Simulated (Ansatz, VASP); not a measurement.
# TiSb2 in two plane-wave programs

Aim: how closely do two programs agree when they are given the same cell, functional and k mesh? The structure shown comes from an earlier Ansatz run, which isn't shown and may have moved the atoms alone.

Program: Ansatz 0.2.0. Level of theory: plane waves, with VASP 6.6.1 beside it; elastic constants at LDA. Results are calculated unless marked as measured.

## Step 1: Starting point

The structure is tetragonal, space group I4/mcm (No. 140). The conventional cell has a = 6.588 Å, b = 6.588 Å, c = 5.655 Å, α = 90.00°, β = 90.00°, γ = 90.00°. Ti has 2 Ti at 2.83 Å and 8 Sb at 2.87 Å nearest. Nearest to Sb lie 1 Sb at 2.85 Å and 4 Ti at 2.87 Å. Farther neighbours are not listed.

## Step 2: Ansatz: elastic constants, LDA

Ansatz runs on its default PAW (the set named soft_2) files.

Elastic constants are differences of stresses under small strains, so they test the stress and the mesh.

Contents of input.yaml:

```yaml
crystal:
  lattice:
    - [-3.2937746287, 3.2937746287, 2.8275251632]
    - [3.2937746287, -3.2937746287, 2.8275251632]
    - [3.2937746287, 3.2937746287, -2.8275251632]
  atoms:
    - { symbol: Ti, position: [0.25, 0.25, 0.0] }
    - { symbol: Ti, position: [0.75, 0.75, 0.0] }
    - { symbol: Sb, position: [0.6531839112, 0.1531839112, 0.8063678225] }
    - { symbol: Sb, position: [0.1531839112, 0.3468160888, 0.5] }
    - { symbol: Sb, position: [0.3468160888, 0.8468160888, 0.1936321775] }
    - { symbol: Sb, position: [0.8468160888, 0.6531839112, 0.5] }
kpoints:
  mp_grid: { grid: [6, 6, 6] }
hamiltonian:
  xc: lda
scf:
  occupations: { method: methfessel_paxton, width: 0.25 }
output:
  forces: true
  stress: true
  eigenvalues: true
elastic:
  mode: relaxed_ion
  stencil: two_point
  amplitude: 0.01
```

Started as:

```console
ansatz run input.yaml --threads 4 --pin off --max-ram 16384MiB --backend cpu --events-out ev --progress --plain --runs-dir out
```

Numbers of over 12 decimals in the logs are rounded to 6 here.

The log of the run:

```text
Engine: ansatz 0.2.0, aarch64-unknown-linux-gnu
Pseudopotentials: kind: paw
Pseudopotential: Ti, paw, valence charge 12, recommended cutoff 420 eV (normal), Ti.paw.azcp
Pseudopotential: Sb, paw, valence charge 15, recommended cutoff 420 eV (normal), Sb.paw.azcp
Functional definition: SPW92
  exchange = slater_x
  correlation = pw_c
Crystal: 6 atoms, lattice volume = 122.703 Å³
Basis set: ecut = 420 eV, 2369 PW (Γ)
Bands: 51, of which v1, the nominal top of the filled ones, is band 42 counted from 1 (41 counted from 0)
Symmetry: 16 space group operations
Space group: I4/mcm (ITA 140), of the structure as read, at distance tolerance 5.0e-5 Å
k-points: 30 of 216
Non-local potential: Ti, projectors of the file, l = 0: 3, l = 1: 2, l = 2: 3, l = 3: 1
Non-local potential: Sb, projectors of the file, l = 0: 2, l = 1: 2, l = 2: 2, l = 3: 2
PAW form: soft (Blöchl's): semilocal exchange-correlation on the pseudo side does not see the compensation charge
PAW frozen core: Ti, regenerated for the run's functional, and the local potential with it (the file was generated under x = pbe(κ = 0.804, μ = 0.219515), c = pbe(β = 0.066725))
PAW frozen core: Sb, regenerated for the run's functional, and the local potential with it (the file was generated under x = pbe(κ = 0.804, μ = 0.219515), c = pbe(β = 0.066725))
PAW one-centre angular grid: Ti, 590 points (default); XC on 64 Gauss nodes
PAW one-centre angular grid: Sb, 590 points (default); XC on 64 Gauss nodes
Initial density: superposition of atomic densities (neutral atoms: chi_scale 0, normalization atom), corrected by the library's trained network
Initial wavefunctions: pseudopotential atomic-orbital guess
Functional: x = slater, c = lda
SCF iter   1: F=—  HF=-30246.780658 eV  |F-HF|=—  |Δ(HF+E_count)|=         —  Δρ=8.65e-3  dr2=4.50e-2  ethr=1.77e-3  ⟨swp⟩=6.6  Hψ=6356  notcnv=0
preconditioner: auto → Kerker (q_TF=auto, 2.561 Å⁻¹)  [metal: Δε(μ)=0.017 eV  Ē_g=6.552 eV  σ=0.250 eV  W_gap=0.06  n_scr=34 (ndim 8)  ℏωp=17.7 eV  f_vac=0.000  D(μ)=1.94/eV (n_scr^D=12)]
SCF iter   2: F=—  HF=-30246.771898 eV  |F-HF|=—  |Δ(HF+E_count)|=   8.76e-3  S|Δr|=    0.00e0  Δρ=4.55e-3  dr2=1.39e-2  ethr=5.36e-5  ⟨swp⟩=1.0  Hψ=1770  notcnv=0
SCF iter   3: F=—  HF=-30246.768652 eV  |F-HF|=—  |Δ(HF+E_count)|=   3.25e-3  S|Δr|=    0.00e0  Δρ=8.14e-4  dr2=8.34e-4  ethr=1.65e-5  ⟨swp⟩=1.6  Hψ=1711  notcnv=0
SCF iter   4: F=—  HF=-30246.768465 eV  |F-HF|=—  |Δ(HF+E_count)|=   1.87e-4  S|Δr|=    0.00e0  Δρ=1.67e-4  dr2=3.06e-5  ethr=9.93e-7  ⟨swp⟩=2.0  Hψ=1801  notcnv=0
SCF iter   5: F=—  HF=-30246.768451 eV  |F-HF|=—  |Δ(HF+E_count)|=   1.49e-5  S|Δr|=    0.00e0  Δρ=3.52e-5  dr2=1.67e-6  ethr=3.64e-8  ⟨swp⟩=2.9  Hψ=3009  notcnv=0
SCF iter   6: F=—  HF=-30246.768449 eV  |F-HF|=—  |Δ(HF+E_count)|=   1.19e-6  S|Δr|=    0.00e0  Δρ=1.03e-5  dr2=1.15e-7  ethr=1.99e-9  ⟨swp⟩=2.0  Hψ=2668  notcnv=0
SCF iter   7: F=—  HF=-30246.768449 eV  |F-HF|=—  |Δ(HF+E_count)|=   2.57e-8  S|Δr|=    0.00e0  Δρ=1.83e-6  dr2=4.91e-9  ethr=1.37e-10  ⟨swp⟩=3.0  Hψ=3022  notcnv=0
SCF iter   8: F=—  HF=-30246.768449 eV  |F-HF|=—  |Δ(HF+E_count)|=  4.77e-10  S|Δr|=    0.00e0  Δρ=3.95e-7  dr2=2.35e-10  ethr=5.84e-12  ⟨swp⟩=2.0  Hψ=1847  notcnv=0
SCF iter   9: F=—  HF=-30246.768449 eV  |F-HF|=—  |Δ(HF+E_count)|=  1.82e-11  S|Δr|=    0.00e0  Δρ=6.96e-8  dr2=5.62e-12  ethr=2.79e-13 (applied; sched 1.00e-12)  ⟨swp⟩=2.0  Hψ=1721  notcnv=0  defer=2
SCF iter  10: F=—  HF=-30246.768449 eV  |F-HF|=—  |Δ(HF+E_count)|=    0.00e0  S|Δr|=    0.00e0  Δρ=1.80e-8  dr2=3.52e-13  ethr=6.69e-15 (applied; sched 1.00e-12)  ⟨swp⟩=2.0  Hψ=2445  notcnv=0  defer=42
SCF iter  11: F=-30246.768449 eV  HF=-30246.768449 eV  |F-HF|=3.64e-12  |Δ(HF+E_count)|=  3.64e-12  S|Δr|=    0.00e0  Δρ=4.38e-9  dr2=2.71e-14  ethr=1.00e-12  ⟨swp⟩=9.3  Hψ=5881  notcnv=0
SCF 1 converged in 11 iterations: F = -30246.768449 eV  dr2 = 2.71e-14
  greatest PAW one-centre occupation: 0.999 electrons in one spin orbital (limit 2), on the Ti atom at site 1 (counted from 0), in its partial waves of l = 0
relax step   1: F+E_penalty+E_count = -30246.76844930 eV  Δ(F+E_penalty+E_count) = +0.000e0 eV  max|allowed force component| = 3.074e-3 eV/Å  Δτ_max = 0.0000 Å  (11 SCF iters, accepted)
Initial density: handed on by an earlier stage of this run
Initial wavefunctions: pseudopotential atomic-orbital guess (no wavefunctions were taken with the density)
iter 1 solved again at ethr=7.55e-5 eV; its pass at ethr=3.10e-3 eV (dr2=6.34e-2 eV) is discarded
SCF iter   1: F=—  HF=-30246.789460 eV  |F-HF|=—  |Δ(HF+E_count)|=         —  Δρ=6.98e-3  dr2=6.39e-2  ethr=7.55e-5  ⟨swp⟩=1.7  Hψ=8216  notcnv=0
preconditioner: auto → Kerker (q_TF=auto, 2.561 Å⁻¹)  [metal: Δε(μ)=0.021 eV  Ē_g=6.582 eV  σ=0.250 eV  W_gap=0.07  n_scr=34 (ndim 8)  ℏωp=17.7 eV  f_vac=0.000  D(μ)=1.98/eV (n_scr^D=12)]
[...]
SCF iter   3: F=—  HF=-30246.765750 eV  |F-HF|=—  |Δ(HF+E_count)|=  9.64e-10  S|Δr|=    0.00e0  Δρ=2.50e-7  dr2=8.88e-11  ethr=7.95e-12  ⟨swp⟩=2.0  Hψ=2565  notcnv=0  defer=1
SCF iter   4: F=—  HF=-30246.765750 eV  |F-HF|=—  |Δ(HF+E_count)|=  3.64e-12  S|Δr|=    0.00e0  Δρ=6.79e-8  dr2=4.84e-12  ethr=1.06e-13 (applied; sched 1.00e-12)  ⟨swp⟩=2.1  Hψ=2944  notcnv=0  defer=25
[...]
SCF 42 converged in 2 iterations: F = -30246.765750 eV  dr2 = 1.07e-14
SCF converged after 9 iterations
Stability not checked: this state was not tested for a lower state beside it, because cold or Methfessel-Paxton smearing, or corrected tetrahedra, fill the levels in a way that the test cannot read (fill_not_monotonic; see scf.lower_state_search)
Free energy (F): -30246.768452 eV
Harris-Foulkes:  -30246.768452 eV  (|F-HF|=3.64e-12)
Internal energy: -30246.776882 eV  (E = F + TS)
E sigma→0 (E₀):  -30246.770560 eV
Entropy (-TS):   0.008430 eV (1.405 meV/atom)
Fermi energy:    14.237812 eV
--- Per-component energies (eV) ---
  E_band       = -715.338805
  E_kinetic    = 1392.633136
  E_local      = -6840.918174  (includes V_loc(G=0)·N_el)
  E_nonlocal   = 1496.155016
  E_hartree    = 3107.400602
  E_xc         = -752.058981
  E_vxc        = -642.300940  (∫ρ·V_xc dr)
  E_paw        = -19711.094173  (= ΣΔE_a)
  E_vpaw       = -2335.709261  (= ΣTr[D̂ρ^β])
  E_aug_tail   = 0.000210  (compensation charges beyond the density's cutoff)
  E_ewald      = -8941.781713
  E_core_change = 2.887195  (= ΣΔE_core)
  E_smearing   = 0.008430  (= −TS)
  E_closure    = -0.000000  (closes the sum)
  Σ components = -30246.768452   (vs F -30246.768452, Δ=0.00e0)
--- Forces (eV/Å), atoms counted from 1 ---
  atom   1  Ti    -0.00000000    -0.00000000     0.00000000
  atom   2  Ti    -0.00000000     0.00000000     0.00000000
  atom   3  Sb    -0.00000742    -0.00000742    -0.00000000
  atom   4  Sb     0.00000742    -0.00000742    -0.00000000
  atom   5  Sb     0.00000742     0.00000742     0.00000000
  atom   6  Sb    -0.00000742     0.00000742     0.00000000
  max |Σ_I F_I| component: 5.58e-17 eV/Å
--- Stress (GPa, compression-positive) ---
        0.002869       0.000000       0.000000
        0.000000       0.002869       0.000000
        0.000000       0.000000      -0.006436
  P = ⅓ Tr σ = -0.0002 GPa (-0.002 kbar)
--- Band table (eV; the first three rows and the last of 30) ---
  k-point 0: bands = [... 38 lower, 11.1013, 11.8179, 12.4576, 13.2870, 14.6535, 15.0458, 15.7201, 15.7201, ... 5 higher]
  k-point 1: bands = [... 38 lower, 11.7695, 11.9053, 12.2846, 13.1111, 14.9208, 15.4511, 15.4697, 15.9708, ... 5 higher]
  k-point 2: bands = [... 38 lower, 11.9323, 12.2151, 12.9626, 13.2025, 14.9404, 15.1176, 15.6247, 16.1420, ... 5 higher]
  k-point 29: bands = [... 38 lower, 13.6260, 13.6281, 13.6638, 14.8485, 14.8485, 14.8997, 15.0266, 16.2796, ... 5 higher]
--- Elastic constants: 4 strain directions × 2 members + reference (group order 16) ---
  dense FFT box of the reference and of every strained cell: 40×40×40
  strains applied: 11, 33, 23, 12; error gains: componentwise 1.00 (the most a stress slope's error grows in a printed constant), spectral 1.41 (1 for all six strains in a standard setting)
  reference relaxed by the batch: 3 steps; max|allowed force component| 3.07e-3 eV/Å at the deck's positions, 7.43e-6 at the last accepted step, 7.42e-6 by the solve of record
  largest displacement 3.2e-4 Å; the constants are those of the deck's cell at these positions:
  atoms:
    - { symbol: Ti, position: [0.250000, 0.250000, 0] }
    - { symbol: Ti, position: [0.750000, 0.750000, 0] }
    - { symbol: Sb, position: [0.653149, 0.153149, 0.806299] }
    - { symbol: Sb, position: [0.153149, 0.346851, 0.500000] }
    - { symbol: Sb, position: [0.346851, 0.846851, 0.193701] }
    - { symbol: Sb, position: [0.846851, 0.653149, 0.5] }
  C = ∂σ_k/∂η_j (tension-positive GPa; Voigt order 11 22 33 23 13 12):
       218.653     42.950     69.475     -0.000      0.000      0.000
        42.950    218.653     69.475      0.000      0.000      0.000
        69.553     69.553    153.427     -0.000      0.000      0.000
         0.000      0.000     -0.000     50.831      0.000      0.000
         0.000      0.000      0.000     -0.000     50.831      0.000
        -0.000      0.000     -0.000      0.000      0.000     70.523
  reference stress σ⁰ (GPa):     -0.003     -0.003      0.006     -0.000     -0.000     -0.000
  C* (energy form; C + prestress term) asymmetry max|C*_kj − C*_jk| = 8.729e-2 GPa — a small one proves nothing (zero by symmetry where the batch's group is 432, −43m or m−3m); a large one is finite-difference/SCF noise where every solve meets its electron count
  moduli (Voigt/Reuss/Hill, GPa): K = 106.08/104.93/105.50   G = 61.69/58.28/59.98   E = 151.28   ν = 0.261
  mechanically stable: yes (min eigenvalue of sym C = 50.83 GPa)
  the stresses are not corrected for the forces that the relaxations left standing (`elastic.f_tol`)
  strain η (Voigt 11):  stress-route row diagonal C_11 = 218.65 GPa, energy-path curvature d²(F+E_count+ΔE)/dδ²/Ω₀ = 218.62 GPa
         δ    σ_11 (GPa)             F (eV)   n_scf  n_hpsi   n_pw
    -1.000e-2      -2.2613      -30246.7598749       2   18530   2408   relax 4 steps, max|allowed force component| 2.23e-6 eV/Å
     1.000e-2       2.1117      -30246.7602958       2   18373   2442   relax 3 steps, max|allowed force component| 2.96e-6 eV/Å
  strain η (Voigt 33):  stress-route row diagonal C_33 = 153.43 GPa, energy-path curvature d²(F+E_count+ΔE)/dδ²/Ω₀ = 153.30 GPa
         δ    σ_33 (GPa)             F (eV)   n_scf  n_hpsi   n_pw
    -1.000e-2      -1.6046      -30246.7624310       2   11921   2402   relax 2 steps, max|allowed force component| 1.55e-6 eV/Å
     1.000e-2       1.4639      -30246.7627237       2   11897   2446   relax 3 steps, max|allowed force component| 2.09e-7 eV/Å
  strain η (Voigt 23):  stress-route row diagonal C_44 = 50.83 GPa, energy-path curvature d²(F+E_count+ΔE)/dδ²/Ω₀ = 50.80 GPa
         δ    σ_23 (GPa)             F (eV)   n_scf  n_hpsi   n_pw
    -1.000e-2      -0.5083      -30246.7665099       2   27431   2424   relax 5 steps, max|allowed force component| 2.42e-5 eV/Å
     1.000e-2       0.5083      -30246.7665099       2   27446   2424   relax 5 steps, max|allowed force component| 2.42e-5 eV/Å
  strain η (Voigt 12):  stress-route row diagonal C_66 = 70.52 GPa, energy-path curvature d²(F+E_count+ΔE)/dδ²/Ω₀ = 70.53 GPa
         δ    σ_12 (GPa)             F (eV)   n_scf  n_hpsi   n_pw
    -1.000e-2      -0.7052      -30246.7657497       2   18518   2424   relax 4 steps, max|allowed force component| 2.97e-5 eV/Å
     1.000e-2       0.7052      -30246.7657497       2   18453   2424   relax 4 steps, max|allowed force component| 2.97e-5 eV/Å
```

The column dr2 measures how far the density is from self-consistency, as an energy; F and HF (Harris–Foulkes) agree once it is small.

(Part 1 of 2 ends here.)

[Lines on the potential files, build, host, timing and source positions are cut from VASP's logs without a mark.]

[Logs are printed without paths, hosts, clocks, repeated set-up lines and the standing remarks that a program may print on its own settings, such as how far it seeks lower states.]

[Hosts, paths, dates, database ids (printed as entryN), source tags and the programs' standing remarks are cut or masked in the printed files.]
